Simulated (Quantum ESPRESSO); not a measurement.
# MoS2 (P-3m1) in Quantum ESPRESSO: reference runs

Reference runs on MoS2: the cell as given and a disturbed copy, then over a range of volumes.

Program: Quantum ESPRESSO 7.5. These are calculated values, not measurements. Logs are shortened: lines on timing, memory, paths and dates and some standing lists are left out, and cuts for length are marked.

## 1. Starting point

The structure is trigonal, space group P-3m1 (No. 164). Conventional cell: a = 3.227 Å, b = 3.227 Å, c = 6.312 Å, α = 90.00°, β = 90.00°, γ = 120.00°. Around Mo (site symmetry -3m) lie 6 S at 2.42 Å. S (site symmetry 3m) has 3 Mo at 2.42 Å as nearest neighbours.

Measurements of this composition are mostly on another form, of space group No. 194.

## 2. Single point, PBE

The input, pw.in:

```
&CONTROL
  calculation = 'scf'
  prefix = 'pwscf'
  outdir = './tmp'
  pseudo_dir = './pseudo'
  tprnfor = .true.
  tstress = .true.
  disk_io = 'nowf'
/
&SYSTEM
  ibrav = 0
  nat = 3
  ntyp = 2
  ecutwfc = 60
  ecutrho = 440
  nbnd = 20
  occupations = 'smearing'
  smearing = 'fd'
  degauss = 0.00367493
/
&ELECTRONS
  conv_thr = 6d-10
  electron_maxstep = 120
  mixing_beta = 0.5
/
ATOMIC_SPECIES
Mo    95.9500 Mo_ONCV_PBE-1.0.oncvpsp.upf
S     32.0600 s_pbe_v1.4.uspp.F.UPF
CELL_PARAMETERS angstrom
   3.2274645616    0.0000000000    0.0000000000
  -1.6137322808    2.7950663001    0.0000000000
   0.0000000000    0.0000000000    6.3124734200
ATOMIC_POSITIONS crystal
Mo     0.0000000000    0.0000000000    0.5000000000
S      0.6666666667    0.3333333333    0.7446806800
S      0.3333333333    0.6666666667    0.2553193200
K_POINTS automatic
9 9 4 0 0 0
```

Potentials or basis: SSSP 1.3 efficiency PBE.

Started as:

```sh
$ OMP_NUM_THREADS=1 pw.x -in pw.in > pw.out
```

pw.out:

```text
This program is part of the open-source Quantum ESPRESSO suite
     for quantum simulation of materials; please cite
         "P. Giannozzi et al., J. Phys.:Condens. Matter 21 395502 (2009);
         "P. Giannozzi et al., J. Phys.:Condens. Matter 29 465901 (2017);
         "P. Giannozzi et al., J. Chem. Phys. 152 154105 (2020);
     in publications or presentations arising from this work. More details at

     Message from routine setup:
     using ibrav=0 with symmetry is DISCOURAGED, use correct ibrav instead

     G-vector sticks info
     --------------------
     sticks:   dense  smooth     PW     G-vecs:    dense   smooth      PW
     Sum        1135     613    187                59869    24023    3963

     Using Slab Decomposition

     bravais-lattice index     =            0
     lattice parameter (alat)  =       6.0990  a.u.
     unit-cell volume          =     384.2818 (a.u.)^3
     number of atoms/cell      =            3
     number of atomic types    =            2
     number of electrons       =        26.00
     number of Kohn-Sham states=           20
     kinetic-energy cutoff     =      60.0000  Ry
     charge density cutoff     =     440.0000  Ry
     scf convergence threshold =      6.0E-10
     mixing beta               =       0.5000
     number of iterations used =            8  plain     mixing
     Exchange-correlation=  SLA  PW   PBX  PBC
                           (   1   4   3   4   0   0   0)

     celldm(1)=   6.099024  celldm(2)=   0.000000  celldm(3)=   0.000000
     celldm(4)=   0.000000  celldm(5)=   0.000000  celldm(6)=   0.000000

     crystal axes: (cart. coord. in units of alat)
               a(1) = (   1.000000   0.000000   0.000000 )
               a(2) = (  -0.500000   0.866025   0.000000 )
               a(3) = (   0.000000   0.000000   1.955861 )

     reciprocal axes: (cart. coord. in units 2 pi/alat)
               b(1) = (  1.000000  0.577350 -0.000000 )
               b(2) = (  0.000000  1.154701  0.000000 )
               b(3) = (  0.000000 -0.000000  0.511284 )

     PseudoPot. # 1 for Mo read from file:
     Mo_ONCV_PBE-1.0.oncvpsp.upf
     Pseudo is Norm-conserving, Zval = 14.0
     Generated using ONCVPSP code by D. R. Hamann
     Using radial grid of 1526 points,  6 beta functions with:
                l(1) =   0
                l(2) =   0
                l(3) =   1
                l(4) =   1
                l(5) =   2
                l(6) =   2

     PseudoPot. # 2 for S  read from file:
     s_pbe_v1.4.uspp.F.UPF
     Pseudo is Ultrasoft + core correction, Zval =  6.0
     Generated by new atomic code, or converted to UPF format
     Using radial grid of  907 points,  6 beta functions with:
                l(1) =   0
                l(2) =   0
                l(3) =   1
                l(4) =   1
                l(5) =   2
                l(6) =   2
     Q(r) pseudized with  8 coefficients,  rinner =    1.300   1.300   1.300
                                                       1.300   1.300

     atomic species   valence    mass     pseudopotential
     Mo               14.00    95.95000     Mo( 1.00)
     S                 6.00    32.06000     S ( 1.00)

     12 Sym. Ops., with inversion, found

   Cartesian axes

     site n.     atom                  positions (alat units)
         1        Mo     tau(   1) = (   0.0000000   0.0000000   0.9779307  )
         2        S      tau(   2) = (   0.5000000   0.2886751   1.4564922  )
         3        S      tau(   3) = (  -0.0000000   0.5773503   0.4993692  )

     number of k points=    43  Fermi-Dirac smearing, width (Ry)=  0.0037
                       cart. coord. in units 2pi/alat
        k(    1) = (   0.0000000   0.0000000   0.0000000), wk =   0.0061728
        k(    2) = (   0.0000000   0.0000000   0.1278209), wk =   0.0123457
        k(    3) = (   0.0000000   0.0000000  -0.2556418), wk =   0.0061728
        k(    4) = (   0.0000000   0.1283001   0.0000000), wk =   0.0370370
        k(    5) = (   0.0000000   0.1283001   0.1278209), wk =   0.0370370
        k(    6) = (   0.0000000   0.1283001  -0.2556418), wk =   0.0370370
[... 35 lines left out ...]
        k(   42) = (  -0.1111111   0.4490502  -0.1278209), wk =   0.0740741
        k(   43) = (  -0.2222222   0.5132002  -0.1278209), wk =   0.0740741

     Dense  grid:    59869 G-vectors     FFT dimensions: (  45,  45,  80)

     Smooth grid:    24023 G-vectors     FFT dimensions: (  32,  32,  60)

     Initial potential from superposition of free atoms

     starting charge      25.9989, renormalised to      26.0000
     Starting wfcs are   18 randomized atomic wfcs +    2 random wfcs

     Self-consistent Calculation

     iteration #  1     ecut=    60.00 Ry     beta= 0.50
     Davidson diagonalization with overlap
     ethr =  1.00E-02,  avg # of iterations =  4.7

     Threshold (ethr) on eigenvalues was too large:
     Diagonalizing with lowered threshold

     Davidson diagonalization with overlap
     ethr =  2.95E-04,  avg # of iterations =  2.4

     total energy              =    -185.45846681 Ry
     estimated scf accuracy    <       0.08472430 Ry

     iteration #  2     ecut=    60.00 Ry     beta= 0.50
     Davidson diagonalization with overlap
     ethr =  3.26E-04,  avg # of iterations =  2.7

     total energy              =    -185.46290685 Ry
     estimated scf accuracy    <       0.03943741 Ry

     iteration #  3     ecut=    60.00 Ry     beta= 0.50
     Davidson diagonalization with overlap
     ethr =  1.52E-04,  avg # of iterations =  2.0

     total energy              =    -185.46880314 Ry
     estimated scf accuracy    <       0.05612074 Ry

     iteration #  4     ecut=    60.00 Ry     beta= 0.50
     Davidson diagonalization with overlap
     ethr =  1.52E-04,  avg # of iterations =  1.0

     total energy              =    -185.47571785 Ry
     estimated scf accuracy    <       0.00070802 Ry

     iteration #  5     ecut=    60.00 Ry     beta= 0.50
     Davidson diagonalization with overlap
     ethr =  2.72E-06,  avg # of iterations =  6.0

     total energy              =    -185.47581385 Ry
     estimated scf accuracy    <       0.00005007 Ry

     iteration #  6     ecut=    60.00 Ry     beta= 0.50
     Davidson diagonalization with overlap
     ethr =  1.93E-07,  avg # of iterations =  2.4

     total energy              =    -185.47582611 Ry
     estimated scf accuracy    <       0.00000201 Ry

     iteration #  7     ecut=    60.00 Ry     beta= 0.50
     Davidson diagonalization with overlap
     ethr =  7.74E-09,  avg # of iterations =  4.0

     total energy              =    -185.47582717 Ry
     estimated scf accuracy    <       0.00000010 Ry

     iteration #  8     ecut=    60.00 Ry     beta= 0.50
     Davidson diagonalization with overlap
     ethr =  3.92E-10,  avg # of iterations =  2.7

     total energy              =    -185.47582719 Ry
     estimated scf accuracy    <          8.0E-09 Ry

     iteration #  9     ecut=    60.00 Ry     beta= 0.50
     Davidson diagonalization with overlap
     ethr =  3.09E-11,  avg # of iterations =  3.3

     total energy              =    -185.47582720 Ry
     estimated scf accuracy    <          2.5E-09 Ry

     iteration # 10     ecut=    60.00 Ry     beta= 0.50
     Davidson diagonalization with overlap
     ethr =  9.54E-12,  avg # of iterations =  2.0

     End of self-consistent calculation

          k = 0.0000 0.0000 0.0000 (  3023 PWs)   bands (ev):

   -51.6132 -25.6476 -25.6263 -25.6263  -4.6669  -3.2249   3.5077   6.1303
     6.1303   8.3393   9.1212   9.2188   9.2188   9.8540   9.8540  13.3534
    13.3534  16.2443  16.3876  20.3446

          k = 0.0000 0.0000 0.1278 (  2999 PWs)   bands (ev):

   -51.6132 -25.6476 -25.6263 -25.6263  -4.5861  -3.3615   3.8419   6.1349
     6.1349   7.3603   9.2157   9.2157   9.7796   9.8199   9.8199  13.4309
    13.4309  16.1418  17.0784  19.7955

          k = 0.0000 0.0000-0.2556 (  3006 PWs)   bands (ev):

   -51.6132 -25.6477 -25.6263 -25.6263  -4.4859  -3.5155   4.2855   6.1395
     6.1395   6.6021   9.2127   9.2127   9.7867   9.7867  10.1026  13.5091
    13.5091  16.2116  17.8300  19.2142

          k = 0.0000 0.1283 0.0000 (  3037 PWs)   bands (ev):

   -51.6096 -25.6651 -25.6400 -25.6352  -4.4828  -3.1872   3.7445   5.7214
     6.2308   8.1044   8.6232   8.6326   9.1127  10.1618  10.4090  12.9461
    13.2896  16.9867  17.1080  19.2189

          k = 0.0000 0.1283 0.1278 (  3026 PWs)   bands (ev):

   -51.6096 -25.6651 -25.6400 -25.6352  -4.4019  -3.3159   4.0705   5.6114
     6.2409   7.7285   8.2237   8.6045   9.4507  10.3782  10.4462  12.8830
    13.4179  16.8943  17.7055  19.3793

          k = 0.0000 0.1283-0.2556 (  3026 PWs)   bands (ev):

   -51.6096 -25.6651 -25.6400 -25.6352  -4.3031  -3.4592   4.5133   5.4008
     6.2377   7.2631   8.1378   8.6059   9.5572  10.3951  10.7140  12.9071
    13.3853  16.9379  18.3398  19.0003

          k = 0.0000 0.2566 0.0000 (  3043 PWs)   bands (ev):

   -51.6003 -25.7620 -25.6576 -25.6206  -3.9816  -3.0834   4.3445   5.1841
     6.3672   6.3682   8.1507   8.4528   8.8590  10.5334  10.8313  13.0190
    13.3459  17.6309  17.8759  18.7760

          k = 0.0000 0.2566 0.1278 (  3039 PWs)   bands (ev):

   -51.6003 -25.7620 -25.6576 -25.6206  -3.8943  -3.2019   4.7099   4.9638
     6.3764   6.4151   7.9189   8.1228   9.1152  10.6241  10.8323  12.9533
    13.4181  17.7826  17.9811  18.9634

          k = 0.0000 0.2566-0.2556 (  3022 PWs)   bands (ev):

   -51.6003 -25.7620 -25.6576 -25.6206  -3.8137  -3.3002   4.6457   5.1933
     6.3353   6.3571   7.7036   8.1547   9.1503  10.8883  11.1045  12.5082
    13.2765  17.6777  17.7782  18.4713

          k = 0.0000 0.3849 0.0000 (  3023 PWs)   bands (ev):

   -51.5897 -25.8704 -25.6829 -25.5985  -3.3755  -2.8888   4.4284   4.9022
     5.5180   6.2591   7.4759   8.1938   8.6185  10.9623  11.1464  13.5909
    13.8014  16.8355  17.2140  18.0568

          k = 0.0000 0.3849 0.1278 (  3019 PWs)   bands (ev):

   -51.5897 -25.8704 -25.6829 -25.5985  -3.2803  -2.9997   4.4308   5.0394
     5.5649   6.2512   7.1682   8.2031   8.7444  10.9870  11.0071  13.5485
    14.0507  16.6136  17.4613  17.9463

          k = 0.0000 0.3849-0.2556 (  3018 PWs)   bands (ev):

   -51.5897 -25.8704 -25.6829 -25.5985  -3.3248  -2.9420   4.2553   4.8255
     5.8939   6.2211   7.4500   8.2702   8.5887  11.0274  11.3301  13.3612
    13.3679  16.2502  16.8521  18.4455
[... 123 lines left out ...]
   -51.5798 -25.8998 -25.7797 -25.5778  -2.8498  -2.5097   4.1015   4.6737
     5.6813   6.0558   6.3357   7.0945   9.8228  10.6879  11.4703  12.9267
    14.4132  16.7125  17.5464  18.8024

          k = 0.3333 0.5774 0.0000 (  3000 PWs)   bands (ev):

   -51.5779 -25.8515 -25.8515 -25.5741  -2.5925  -2.5925   4.6034   4.6034
     4.7832   6.2989   6.2989   6.7346  10.8027  10.9819  10.9819  13.0437
    13.0437  16.0578  19.2741  19.2741

          k = 0.3333 0.5774 0.1278 (  3012 PWs)   bands (ev):

   -51.5779 -25.8515 -25.8515 -25.5741  -2.5943  -2.5943   4.6127   4.6127
     4.8727   6.3263   6.3263   6.5738  10.7387  10.7387  10.8063  13.4156
    13.4156  16.6357  18.4765  18.4765

          k = 0.3333 0.5774-0.2556 (  3012 PWs)   bands (ev):

   -51.5779 -25.8515 -25.8515 -25.5741  -2.5961  -2.5961   4.6220   4.6220
     4.9795   6.3550   6.3550   6.3985  10.5378  10.5378  10.8097  13.7749
    13.7749  17.8884  17.8884  18.2760

          k = 0.0000 0.1283-0.1278 (  3026 PWs)   bands (ev):

   -51.6096 -25.6651 -25.6400 -25.6352  -4.4047  -3.3111   4.0458   5.6461
     6.2277   7.7443   8.1488   8.6338   9.4905  10.4271  10.4481  12.9695
    13.2566  16.8702  17.7326  18.9769

          k = 0.0000 0.2566-0.1278 (  3039 PWs)   bands (ev):

   -51.6003 -25.7620 -25.6576 -25.6206  -3.9246  -3.1585   4.3563   5.3324
     6.2782   6.3482   8.1316   8.1823   9.0079  10.8890  10.9973  12.5942
    13.2047  17.4470  17.6475  18.6232

          k = 0.0000 0.3849-0.1278 (  3019 PWs)   bands (ev):

   -51.5897 -25.8704 -25.6829 -25.5985  -3.4021  -2.8488   4.2375   4.7388
     5.8187   6.2286   7.8575   8.2613   8.3625  11.0001  11.5254  13.1129
    13.4048  16.1902  16.7418  19.4900

          k = 0.0000 0.5132-0.1278 (  3007 PWs)   bands (ev):

   -51.5828 -25.9402 -25.6993 -25.5840  -3.1653  -2.4380   3.4831   4.7441
     5.7574   6.0645   7.4670   8.2652   8.4574  11.0745  11.8929  13.5834
    13.8846  15.4639  16.3684  18.1470

          k =-0.1111 0.3208-0.1278 (  3022 PWs)   bands (ev):

   -51.5932 -25.8239 -25.6864 -25.6057  -3.5215  -3.0273   4.4727   5.2997
     5.5277   6.3731   7.2613   8.1709   9.1712  10.6492  11.4356  12.5504
    13.4946  17.2309  17.9338  19.0265

          k =-0.1111 0.4491-0.1278 (  3010 PWs)   bands (ev):

   -51.5844 -25.9054 -25.7147 -25.5875  -3.1500  -2.6333   4.0062   4.5937
     5.8830   6.1045   7.2190   7.5879   9.1616  10.9494  11.7338  12.7912
    13.9096  16.3004  17.1807  18.7851

          k =-0.2222 0.5132-0.1278 (  3006 PWs)   bands (ev):

   -51.5798 -25.8998 -25.7797 -25.5778  -2.8423  -2.5163   4.0835   4.6621
     5.6854   6.0882   6.2867   7.0938   9.9145  10.9285  11.4665  12.7059
    14.0462  16.8714  17.7953  18.1523

     the Fermi energy is    10.1696 ev

!    total energy              =    -185.47582720 Ry
     estimated scf accuracy    <          1.8E-11 Ry
     smearing contrib. (-TS)   =      -0.00064937 Ry
     internal energy E=F+TS    =    -185.47517782 Ry

     The total energy is F=E-TS. E is the sum of the following terms:
     one-electron contribution =     -97.16449805 Ry
     hartree contribution      =      58.38681782 Ry
     xc contribution           =     -32.53342027 Ry
     ewald contribution        =    -114.16407733 Ry

     convergence has been achieved in  10 iterations

     Forces acting on atoms (cartesian axes, Ry/au):

     atom    1 type  1   force =     0.00000000    0.00000000    0.00000000
     atom    2 type  2   force =    -0.00000000   -0.00000000    0.01130918
     atom    3 type  2   force =    -0.00000000   -0.00000000   -0.01130918

     Total force =     0.015994     Total SCF correction =     0.000004

     Computing stress (Cartesian axis) and pressure

          total   stress  (Ry/bohr**3)                   (kbar)     P=       10.38
   0.00000326   0.00000000   0.00000000            0.48        0.00        0.00
  -0.00000000   0.00000326   0.00000000           -0.00        0.48        0.00
   0.00000000   0.00000000   0.00020525            0.00        0.00       30.19

=------------------------------------------------------------------------------=
   JOB DONE.
=------------------------------------------------------------------------------=
```

It took 49 s on 1 thread of Arm Neoverse V1, shared host; peak memory 0.28 GiB.

Results:

```yaml
Free_energy: -2523.5272 eV
Pressure: 1.0 GPa
Largest_force: 0.291 eV/Å
Band_gap_on_the_k_mesh: none (metal or under the smearing width)
```

Forces on the atoms (eV/Å):
```
Mo   0.000  0.000  0.000
S    0.000  0.000  0.291
S    0.000  0.000 -0.291
```

Caveat: this functional lacks dispersion, which binds the layers, so the pressure and a relaxed spacing across them are unreliable.

[end of part 1 of 2]
